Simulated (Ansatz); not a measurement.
# GaSb

**What was measured.** A printed reference work, monograph reports, for a bulk crystal of GaSb at 300 K: lattice constant a 6.09612 Å.

Method: PBEsol, scalar-relativistic; no spin polarisation; PAW, 420 eV, Γ-centred 10×10×10 mesh, 0.05 eV Gaussian smearing; code Ansatz; PAW files: Ansatz's generated set soft_2.

```cif
data_structure
_symmetry_space_group_name_H-M 'F-43m'
_symmetry_Int_Tables_number 216
_cell_length_a 6.1115
_cell_length_b 6.1115
_cell_length_c 6.1115
_cell_angle_alpha 90.000
_cell_angle_beta 90.000
_cell_angle_gamma 90.000
_cell_volume 228.27
loop_
_atom_site_label
_atom_site_type_symbol
_atom_site_symmetry_multiplicity
_atom_site_Wyckoff_symbol
_atom_site_fract_x
_atom_site_fract_y
_atom_site_fract_z
_atom_site_occupancy
Ga1 Ga 4 a 0.00000 0.00000 0.00000 1
Sb1 Sb 4 c 0.25000 0.25000 0.25000 1
```

The chain of runs began from a cell as deposited in COD, expanded in volume. Of that entry: the entry's cell lengths or inner coordinates differ somewhat from later room-temperature determinations.

The cell above was scaled in volume, its shape and atoms being fixed by the lattice's symmetry. Energies are counted from the cell above.

```csv
V (Å³/atom),ΔE (meV/atom),P from the stress (GPa)
27.392,7.73,2.29
27.963,1.81,1.06
28.534,0.00,-0.01
29.105,1.77,-0.98
29.675,6.83,-1.85
```

Question: Do the energies and the pressures agree? Compare −ΔE/ΔV between neighbouring points (1 meV/Å³ = 0.1602 GPa) with the mean of their pressures.

Answer: 
```csv
interval (Å³/atom),−ΔE/ΔV (GPa),mean P (GPa)
27.39 to 27.96,1.7,1.7
27.96 to 28.53,0.5,0.5
28.53 to 29.10,-0.5,-0.5
29.10 to 29.68,-1.4,-1.4
```
They differ by 0.02 GPa at most.

Question: What do the two routes give for V0, B0 and B0′?

Answer: A third-order Birch–Murnaghan fit of the energies: V0 = 28.53 Å³/atom, B0 = 51 GPa, B0′ = 4.7. A polynomial of P in ln V, with B = −dP/d ln V at P = 0: V0 = 28.53 Å³/atom, B0 = 51 GPa, B0′ = 4.7.

Gaps on the mesh from the smallest volume to the largest (eV): 0.29, 0.14, metal, metal, metal.

B0·V0 = 51.0 GPa × 28.53 Å³ = 9.09 eV/atom sets the scale: near the minimum ΔE ≈ ½ B0 V0 x², with x = V/V0 − 1, and a pressure of 0.5 GPa squeezes the volume by about 1 %. At the ends of the curve: x = −4.0 % predicts 7.2 meV/atom and the run gives 7.7; x = +4.0 % predicts 7.4 meV/atom and the run gives 6.8. The lopsidedness is anharmonic: atoms resist being pushed together more than being pulled apart.

**Against experiment.** A measured lattice constant a of GaSb is 6.09612 Å (300 K; a printed reference work, monograph); the calculated 6.112 Å misses it by +0.3 %. The calculation is for a static lattice, without zero-point motion or thermal expansion.

Scalar-relativistic only: spin–orbit splittings of the heavy atoms' levels are missing. At this volume the filled and empty bands only touch, so this is a zero-gap semimetal rather than a metal, and a semilocal functional can cause such a touching.
